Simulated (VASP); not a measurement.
Wanted: the native input for a VASP 6.6.1 run.

| Item | Value |
| --- | --- |
| Task | band structure |
| Functional | PBEsol |
| Potentials or basis | VASP PAW PBE potentials, release 64 (Ga_d, Sb) |
| Cutoff | 520 eV |
| k mesh | 6 × 6 × 6 |
| Occupations | gaussian, width 0.03 eV |
| Spin | no spin polarisation |
| Grid for exact exchange (PRECFOCK) | Fast |
| Further INCAR settings | ALGO = Normal; EDIFF = 1e-06; NBANDS = 16 |

The structure of GaSb lies in POSCAR:

```
GaSb                                    
1.0
    0.0000000000      3.0573977452      3.0573977452
    3.0573977452      0.0000000000      3.0573977452
    3.0573977452      3.0573977452      0.0000000000
  Ga              Sb            
     1     1
Direct
     0.0000000000000000    0.0000000000000000    1.0000000000000000
     0.2500000000000000    0.2500000000000000    0.2500000000000000
```

The cell was built by a generator and needn't be a form met in nature.

One way to write it, as run:

INCAR

```
PREC = Accurate ; ENCUT = 520
EDIFF = 1E-6 ; ISMEAR = 0
SIGMA = 0.03 ; LREAL = False
LASPH = True ; NELM = 80
ALGO = Normal ; ISIF = 2
LWAVE = False ; LCHARG = False
GGA = PS ; NBANDS = 16
KPAR = 2
```

KPOINTS

```
Automatic mesh
0
Gamma
  6 6 6
```

KPOINTS_OPT

```
explicit points
9
Reciprocal
 0.0000000000  0.0000000000  0.0000000000 1
 0.3750000000  0.3750000000  0.7500000000 1
 0.5000000000  0.5000000000  0.5000000000 1
 0.6250000000  0.2500000000  0.6250000000 1
 0.5000000000  0.2500000000  0.7500000000 1
 0.5000000000  0.0000000000  0.5000000000 1
 0.4000000000  0.0000000000  0.4000000000 1
 0.4250000000  0.0000000000  0.4250000000 1
 0.4500000000  0.0000000000  0.4500000000 1
```

Potentials or basis: VASP PAW PBE potentials, release 64 (Ga_d, Sb).

Command:

```bash
$ cat potpaw_PBE.64/Ga_d/POTCAR potpaw_PBE.64/Sb/POTCAR > POTCAR
$ mpirun -np 2 vasp_std > vasp.out
```

It gave:

The pressure is 0.1 GPa and the band gap along the path is none (metal or under the smearing width).

Caveat: the PAW data sets were made with another functional, which shifts forces and pressure a little; spin-orbit coupling is left out, which moves the levels of the heavy elements; this crystal is a semiconductor, whose small gap the functional closes, so the metal is an error of the method.

Run time: 8.8 s on 2 MPI ranks on Intel(R) Xeon(R) Platinum 8488C (Sapphire Rapids) (shared host), peak memory 0.17 GiB a rank.
